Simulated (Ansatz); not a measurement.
## Where Ge_Al puts its levels in the gap of AlN (P6_3mc)

Charge states of Ge_Al in AlN (P6_3mc), set against the band edges. Model: a cell of 72 host atoms with 1 Al taken out and 1 Ge put in.

Method: place-levels on r2SCAN runs: charge-transition levels and formation energies with image-charge correction and potential alignment at the atomic sites; PAW set soft_1, in Ansatz 0.2.0.

### Step 1. The starting structure

The cell holds 72 atoms: 35 Al, 36 N and 1 Ge. Cell: a = 9.320 Å, b = 9.320 Å, c = 9.956 Å, α = 90.0°, β = 90.0°, γ = 120.0°. It derives from AlN (space group P6_3mc). Nearest the centre at fractional (0.444, 0.556, 0.500): Ge34 at 0.00 Å, N11 at 1.89 Å, N43 at 1.89 Å, N35 at 1.89 Å, N40 at 1.90 Å, Al9 at 3.07 Å, Al13 at 3.07 Å, Al41 at 3.07 Å.

Structure file:

```xyz
72
Lattice="9.3196 0.0000 0.0000 -4.6598 8.0710 0.0000 0.0000 0.0000 9.9565" Properties=species:S:1:pos:R:3 pbc="T T T"
Al    1.5533    0.8968    2.4852
Al    0.0000    1.7936    4.9743
N     1.5533    0.8968    4.3848
N     0.0000    1.7936    1.8957
Al    1.5533    0.8968    7.4634
Al    0.0000    1.7936    9.9525
N     1.5533    0.8968    9.3631
N     0.0000    1.7936    6.8739
Al    0.0000    3.5871    2.4852
Al   -1.5533    4.4839    4.9743
N     0.0000    3.5871    4.3848
N    -1.5533    4.4839    1.8957
Al    0.0000    3.5871    7.4634
Al   -1.5533    4.4839    9.9525
N     0.0000    3.5871    9.3631
N    -1.5533    4.4839    6.8739
Al   -1.5533    6.2774    2.4852
Al   -3.1065    7.1742    4.9743
N    -1.5533    6.2774    4.3848
N    -3.1065    7.1742    1.8957
Al   -1.5533    6.2774    7.4634
Al   -3.1065    7.1742    9.9525
N    -1.5533    6.2774    9.3631
N    -3.1065    7.1742    6.8739
Al    4.6598    0.8968    2.4852
Al    3.1065    1.7936    4.9743
N     4.6598    0.8968    4.3848
N     3.1065    1.7936    1.8957
Al    4.6598    0.8968    7.4634
Al    3.1065    1.7936    9.9525
N     4.6598    0.8968    9.3631
N     3.1065    1.7936    6.8739
Al    3.1065    3.5871    2.4852
Ge    1.5533    4.4839    4.9743
N     3.1065    3.5871    4.3848
N     1.5533    4.4839    1.8957
Al    3.1065    3.5871    7.4634
Al    1.5533    4.4839    9.9525
N     3.1065    3.5871    9.3631
N     1.5533    4.4839    6.8739
Al    1.5533    6.2774    2.4852
Al    0.0000    7.1742    4.9743
N     1.5533    6.2774    4.3848
N     0.0000    7.1742    1.8957
Al    1.5533    6.2774    7.4634
Al    0.0000    7.1742    9.9525
N     1.5533    6.2774    9.3631
N     0.0000    7.1742    6.8739
Al    7.7663    0.8968    2.4852
Al    6.2130    1.7936    4.9743
N     7.7663    0.8968    4.3848
N     6.2130    1.7936    1.8957
Al    7.7663    0.8968    7.4634
Al    6.2130    1.7936    9.9525
N     7.7663    0.8968    9.3631
N     6.2130    1.7936    6.8739
Al    6.2130    3.5871    2.4852
Al    4.6598    4.4839    4.9743
N     6.2130    3.5871    4.3848
N     4.6598    4.4839    1.8957
Al    6.2130    3.5871    7.4634
Al    4.6598    4.4839    9.9525
N     6.2130    3.5871    9.3631
N     4.6598    4.4839    6.8739
Al    4.6598    6.2774    2.4852
Al    3.1065    7.1742    4.9743
N     4.6598    6.2774    4.3848
N     3.1065    7.1742    1.8957
Al    4.6598    6.2774    7.4634
Al    3.1065    7.1742    9.9525
N     4.6598    6.2774    9.3631
N     3.1065    7.1742    6.8739
```

Screening for the image-charge correction: ε∞ = (4.49, 4.49, 4.72), ε0 = (8.15, 8.15, 9.65), computed on the host (DFPT, PBEsol, on the r2SCAN cell), and a cell off the functional's own equilibrium shifts the ionic part.

The cell's shortest repeat is 9.3 Å.

### Step 2. What was run first

A transition level is the Fermi level at which two charge states cost the same, so each charge needs its own total energy, at its own relaxed structure.

Each atom starts 0.05 Å or so off its site in a random direction: a symmetric start keeps its symmetry, and would miss off-centre moves and Jahn–Teller distortions. Forces are taken at one point at (¼, ¼, ¼). The cell holds 1 electron more than the neutral one, with a uniform background that keeps it neutral on the whole.

The sampling was tested on the host first: at the k-points planned (1x1x1 shifted 0.25 0.25 0.25) its energy lies -0.014 eV an atom from the dense-mesh value, under the bound of 0.02 eV set for this test; that bounds the host's error, not the defect's.

One of the inputs; charge, spin and start change from state to state.

The input, qm1.relax/input.yaml:

```yaml
crystal:
  lattice:
    - [3.10652185, 3.0e-08, 0.0]
    - [-1.55326095, 2.69032682, 0.0]
    - [0.0, 0.0, 4.97823886]
  atoms:
    - { symbol: Al, position: [0.66666667, 0.33333333, 0.49920333] }
    - { symbol: Al, position: [0.33333333, 0.66666667, 0.99920333] }
    - { symbol: "N", position: [0.66666667, 0.33333333, 0.88079667] }
    - { symbol: "N", position: [0.33333333, 0.66666667, 0.38079667] }
  supercell: [3, 3, 2]
  defects: [{ substitution: { at: 33, symbol: Ge } }]
total_charge: -1
basis:
  ecutwfc: 500
  xc_grid: 2
hamiltonian:
  xc: r2scan
  pseudopotentials: { kind: paw, azcp: { folder: soft_1 } }
kpoints:
  mp_grid: { grid: [1, 1, 1], shift: [0.25, 0.25, 0.25] }
scf:
  occupations: { method: fixed }
  max_iter: 60
output:
  forces: true
  charged_corrections: { epsilon: [4.49, 4.49, 4.72], static_epsilon: [8.15, 8.15, 9.65] }
relax:
  f_tol: 0.02
  max_steps: 80
  random_displacement: { amplitude: 0.05, seed: 6133 }
checkpoint:
  write: "../qm1.relax.run"
  compress: false
  write_wavefunctions: true
  write_every: 100000
```

Command:

```console
$ ansatz run input.yaml --threads 4 --pin off --max-ram 7536MiB --backend cpu --events-out ev --progress --plain --runs-dir out
```

The relaxed structure is kept and the sampling changed to a 2×2×2 shifted mesh.

The run of this state that the levels use, under r2SCAN:

The input, qm1.point/input.yaml:

```yaml
crystal:
  checkpoint: "../qm1.relax.run"
  host: checkpoint
total_charge: -1
basis:
  ecutwfc: 500
  xc_grid: 2
hamiltonian:
  xc: r2scan
  pseudopotentials: { kind: paw, azcp: { folder: soft_1 } }
kpoints:
  mp_grid: { grid: [2, 2, 2], shift: [0.5, 0.5, 0.5] }
scf:
  occupations: { method: fermi_dirac, width: 0.01 }
  max_iter: 60
output:
  forces: true
  eigenvalues: true
  charged_corrections:
    epsilon: [4.49, 4.49, 4.72]
    static_epsilon: [8.15, 8.15, 9.65]
    defect_position: [0.444444, 0.555556, 0.499602]
  eigenstates: { localisation: true }
  populations: true
  band_densities: [{ bands: [v1, v1] }, { bands: [c1, c1] }]
  write_density: true
  write_potential: true
  volumetric_format: npy
checkpoint:
  read: "../qm1.relax.run"
  write: "../qm1.point.run"
  compress: false
  write_wavefunctions: false
  write_every: 100000
```

Relaxations under r2SCAN at one point at (¼, ¼, ¼); times on 4 threads of Arm Neoverse V1, shared host:

| charge | moment (μB) | occupations | outcome | steps | largest displacement against the far atoms (Å) | time |
| --- | --- | --- | --- | --- | --- | --- |
| −1 | 0 | fixed | converged | 12 | 0.85 | 2.6 min |
| 0 | 1 | fixed | converged | 10 | 0.20 | 4.9 min |
| +1 | 0 | fixed | converged | 5 | 0.04 | 74 s |

Single points under r2SCAN at a 2×2×2 shifted mesh; times on 4 threads of Arm Neoverse V1, shared host:

| charge | moment (μB) | occupations | outcome | time |
| --- | --- | --- | --- | --- |
| −1 | 0 | fermi-dirac | converged | 77 s |
| 0 | 1 | fermi-dirac | converged | 3.4 min |
| +1 | 0 | fermi-dirac | converged | 83 s |

Distances (Å) from Ge34 to the nearest atoms after relaxation with r2SCAN:

| charge | moment (μB) | 1. | 2. | 3. | 4. | 5. | 6. |
| --- | --- | --- | --- | --- | --- | --- | --- |
| −1 | 0 | N 2.01 | N 2.01 | N 2.01 | N 2.71 | Al 3.09 | Al 3.09 |
| 0 | 1 | N 1.98 | N 1.98 | N 1.99 | N 2.02 | Al 2.94 | Al 2.94 |
| +1 | 0 | N 1.87 | N 1.87 | N 1.87 | N 1.88 | N 3.08 | Al 3.09 |

### Step 3. place-levels, r2SCAN

A charged cell interacts with its images and the background, and its potential has another zero than the host's. place-levels removes the first by a point-charge model, screened by the static dielectric constant since the ions have relaxed around the charge, and the second by comparing potentials at atoms far from the defect.

The host is a run of the defect-free crystal in the same cutoffs, grids and k-points, so that basis and sampling errors cancel in part in the differences. The host is run in a cell of 8 atoms on a matching mesh. Its band edges are searched through the zone by a band path, so the gap is smaller than, or equal to, that on the mesh. Chemical potentials are energies per atom of Al (fcc) and Ge (diamond), run with the same functional and cutoff.

The input, levels.point.yaml:

```yaml
host:
  run: host.point.run
states: [qm1.point.run, q0_M1.point.run, qp1.point.run]
geometry_from:
  qm1.point.run: qm1.relax.run
  q0_M1.point.run: q0_M1.relax.run
  qp1.point.run: qp1.relax.run
  host.point.run: host.relax.run
chemical_potentials:
  Al:
    energy: -540.418346
    dataset: <sha256 of the dataset>
  Ge:
    energy: -4302.915218
    dataset: "<sha256 of the dataset>"
epsilon: [4.49, 4.49, 4.72]
static_epsilon: [8.15, 8.15, 9.65]
vertical:
  - { from: qm1.point.run, to: qm1.point_neutral.run }
  - { from: qp1.point.run, to: qp1.point_neutral.run }
```

Command:

```console
$ ansatz place-levels levels.point.yaml -- --threads 4 --pin off --max-ram 7536MiB
```

Numbers of over 12 decimals in the logs are rounded to 6 here.

What it wrote:

```text
[... repeated set-up lines and file paths are left out, and long positions are rounded to six places ...]
(+1/0) 4.571 eV above the valence edge, 0.307 eV under the conduction edge; not on the lower envelope
(0/-1) 3.727 eV above the valence edge, 1.151 eV under the conduction edge; not on the lower envelope
(+1/-1) 4.149 eV above the valence edge, 0.729 eV under the conduction edge: charges between them are lowest nowhere
formation energy of charge +1: +0.878 eV with the Fermi level at the valence edge
formation energy of charge 0: +5.449 eV with the Fermi level at the valence edge
formation energy of charge -1: +9.176 eV with the Fermi level at the valence edge
vertical -1 to 0: no energy, since no alignment is typed
  the change from vertical[0].from (qm1.point.run) to vertical[0].to (qm1.point_neutral.run): by its potential at epsilon [4.49, 4.49, 4.72] it stands at 0.460 0.539 0.546, with an rms radius of about 2.0 Å (0.8 0.8 1.7 Å across the planes of the cell's [...]
vertical +1 to 0: no energy, since no alignment is typed
  the change from vertical[1].from (qp1.point.run) to vertical[1].to (qp1.point_neutral.run): by its potential at epsilon [4.49, 4.49, 4.72] it stands at 0.504 0.496 0.455, with an rms radius of about 3.5 Å (1.9 1.9 2.2 Å across the planes of the cell's [...]
  edges by r2scan, gap 4.878 eV; the host is sampled to repeats of 18.64 Å
  the defect's cells are sampled to repeats of 18.64 Å, like sampling
  charge +1: -37194.0486 eV with its correction of +0.387 eV, at epsilon [8.15, 8.15, 9.65], aligned at sites: +0.1239 eV, mean over 33 atomic sites at or beyond 4.66 Å from the host's site at [0.4444, 0.5556, 0.4997] by the defect at [0.4444, 0.5556, [...]
  charge 0: +0.000 eV for its dipole among its images, +0.000 omitted
  charge -1: -37171.9144 eV with its correction of +0.083 eV, at epsilon [8.15, 8.15, 9.65], aligned at sites: +0.1800 eV, mean over 33 atomic sites at or beyond 4.66 Å from the host's site at [0.4444, 0.5556, 0.4997] by the defect at [0.4444, 0.5556, [...]
  of states[2] (qp1.point.run): it parts from the run at its places by a charge that spreads by about 1.9 Å along one vector (1.4 Å or more is wide), by its potential at epsilon [4.49, 4.49, 4.72], taken for that of held ions (one typed too small widens it), [...]
  of states[1] (q0_M1.point.run): its displacements don't fall off away from the defect: farther atoms stand 0.014 Å off the host's places. [...]
  of states[0] (qm1.point.run): its displacements don't fall off away from the defect: farther atoms stand 0.031 Å off the host's places. [...]
  of vertical[0].from (qm1.point.run): its displacements don't fall off away from the defect: farther atoms stand 0.031 Å off the host's places. [...]
  of vertical[0].to (qm1.point_neutral.run): its displacements don't fall off away from the defect: farther atoms stand 0.031 Å off the host's places. [...]
  of vertical[1].from (qp1.point.run): it parts from the run at its places by a charge that spreads by about 1.9 Å along one vector (1.4 Å or more is wide), by its potential at epsilon [4.49, 4.49, 4.72], taken for that of held ions (one typed too small [...]
  of vertical[1].to (qp1.point_neutral.run): its moments are held at its close (magnetization.spin_locking), by a field of 0.085 eV a Bohr magneton, and its energy and levels are of the state that this holds: a run that lets them go can end lower; [...]
```

The job ended after 0.37 s (4 threads of Arm Neoverse V1, shared host).

Levels between the charges placed, in eV above the valence top:

|  | gap (eV) | (+1/0) | (0/−1) |
| --- | --- | --- | --- |
| r2SCAN | 4.88 | 4.57 | 3.73 |

Corrections by state:

| charge | moment (μB) | image terms and alignment (eV) | band filling (eV) | ε used | over the lowest of its charge, as the program ranks them, band filling apart (eV) |
| --- | --- | --- | --- | --- | --- |
| +1 | 0.0 | 0.387 | - | principal values (8.15, 8.15, 9.65) | 0.000 |
| 0 | 1.0 | 0.000 | - | - | 0.000 |
| −1 | 0.0 | 0.083 | - | principal values (8.15, 8.15, 9.65) | 0.000 |

The charged structures listed were also run neutral, and place-levels reads from each pair, by the potential or the spins, how wide the charge is by which they differ; that can be the carrier of either run.

| charge | rms radius (Å) | spread where it is widest against the cell (Å) | wide from (Å) | reading |
| --- | --- | --- | --- | --- |
| +1 | 3.5 | 1.90 | 1.40 | wide |
| −1 | 2.0 | 1.70 | 1.72 | narrow |

The neutral runs of these pairs need not share the spin of the lowest neutral state, and very wide values only mean spread over the cell.

From the program's caveats on the states, each cut to its opening words:

- charge +1: it parts from the run at its places by a charge that spreads by about 1.9 Å along one vector (1.4 Å or more is wide), by its potential at epsilon [4.49, 4.49, [...]
- charge 0 (1 μB): its displacements don't fall off away from the defect: farther atoms stand 0.014 Å off the host's places
- charge 0 (1 μB): flagged: stability check not made
- charge −1: its displacements don't fall off away from the defect: farther atoms stand 0.031 Å off the host's places

Chemical potentials of the elements' reference phases, run alike. Formation energies (elemental references), with the Fermi level at the valence top and at the conduction bottom (gap 4.88 eV):

| charge | at valence top (eV) | at conduction bottom (eV) | correction included (eV) |
| --- | --- | --- | --- |
| +1 | 0.88 | 5.76 | 0.39 |
| 0 | 5.45 | 5.45 | 0.00 |
| −1 | 9.18 | 4.30 | 0.08 |

```json
{"Fermi level (eV)": "0.00", "lowest formation energy (eV)": "0.88"}
{"Fermi level (eV)": "0.44", "lowest formation energy (eV)": "1.32"}
{"Fermi level (eV)": "0.89", "lowest formation energy (eV)": "1.76"}
{"Fermi level (eV)": "1.33", "lowest formation energy (eV)": "2.21"}
{"Fermi level (eV)": "1.77", "lowest formation energy (eV)": "2.65"}
{"Fermi level (eV)": "2.22", "lowest formation energy (eV)": "3.09"}
{"Fermi level (eV)": "2.66", "lowest formation energy (eV)": "3.54"}
{"Fermi level (eV)": "3.11", "lowest formation energy (eV)": "3.98"}
{"Fermi level (eV)": "3.55", "lowest formation energy (eV)": "4.43"}
{"Fermi level (eV)": "3.99", "lowest formation energy (eV)": "4.87"}
{"Fermi level (eV)": "4.43", "lowest formation energy (eV)": "4.74"}
{"Fermi level (eV)": "4.88", "lowest formation energy (eV)": "4.30"}
```

### Step 4. Effect of the sampling

The relaxations' own energies give the levels at their sampling, for comparison.

The input, levels.relax_mesh.yaml:

```yaml
host:
  run: host.relax.run
states: [qm1.relax.run, q0_M1.relax.run, qp1.relax.run]
chemical_potentials:
  Al:
    energy: -540.418346
    dataset: <sha256 of the dataset>
  Ge:
    energy: -4302.915218
    dataset: "<sha256 of the dataset>"
```

Command:

```console
$ ansatz place-levels levels.relax_mesh.yaml -- --threads 4 --pin off --max-ram 7536MiB
```

What it wrote:

```text
[...]
formation energy of charge +1: +0.841 eV with the Fermi level at the valence edge
formation energy of charge 0: +5.454 eV with the Fermi level at the valence edge
formation energy of charge -1: +9.270 eV with the Fermi level at the valence edge
  edges by r2scan, gap 4.886 eV; the host is sampled to repeats of 13.64 Å
[... the lines on each state left out ...]
```

Elapsed: 0.13 s, on 4 threads.

Levels between neighbouring charges, in eV above the valence top:

|  | gap (eV) | (+1/0) | (0/−1) |
| --- | --- | --- | --- |
| one point at (¼, ¼, ¼) | 4.89 | 4.61 | 3.82 |
| a 2×2×2 shifted mesh | 4.88 | 4.57 | 3.73 |

Going from one point at (¼, ¼, ¼) to a 2×2×2 shifted mesh moves the levels that carry no band-filling term by up to 0.09 eV and formation energies against the elements by up to 0.09 eV.

### Step 5. What came out

```yaml
gap_of_the_host: 4.88 eV (r2SCAN)
level_plus_1_over_0: 4.57 eV above the valence top, not a change between lowest states
level_0_minus_1: 3.73 eV above the valence top, not a change between lowest states
level_plus_1_minus_1: 4.15 eV above the valence top
lowest_of_the_charges_placed_just_above_the_valence_top_0p02_ev: +1
lowest_of_the_charges_placed_just_below_the_conduction_bottom_0p02_ev: −1
lowest_formation_energy_at_mid_gap_of_the_charges_run_elemental_references: 3.32 eV
```

Of the charges placed (−1, 0 and +1), the lowest changes at 4.15 eV (+1/−1) above the valence top, in a gap of 4.88 eV. (+1/−1) passes over charge 0, which lies 0.42 eV above the two there; a lower structure or spin state of it, if missed, would change that. Charges above +1 and below −1 were not placed, so these runs say nothing of levels that involve them. States placed: +1 at 0 μB; 0 at 1 μB; −1 at 0 μB. Other spin states or structures, where not listed, weren't placed. Ge is taken at its element; compounds, which aren't counted here, bound the chemical potentials and would shift these formation energies. Going from one point at (¼, ¼, ¼) to a 2×2×2 shifted mesh moves the levels that carry no band-filling term by up to 0.09 eV and formation energies against the elements by up to 0.09 eV. Limits: r2SCAN makes the gap too small and tends to spread out bound carriers; where a gas molecule sets a chemical potential or the host's formation energy, its binding is uncorrected.

[Logs are printed without paths, hosts, clocks, repeated set-up lines and the standing remarks that a program may print on its own settings, such as how far it seeks lower states.]

[Hosts, paths, dates, database ids (printed as entryN), source tags and the programs' standing remarks are cut or masked in the printed files.]

[Where a table of states has a column of steps, it counts the stored structures, which are thinned; the runs took as many ionic steps or more.]

[A defect's name tells the site on which it was built; relaxed atoms can leave that site.]

[For some hosts the program warned that the k-mesh of the response run may be too coarse for force constants and the static dielectric constant; such warnings are not shown here.]
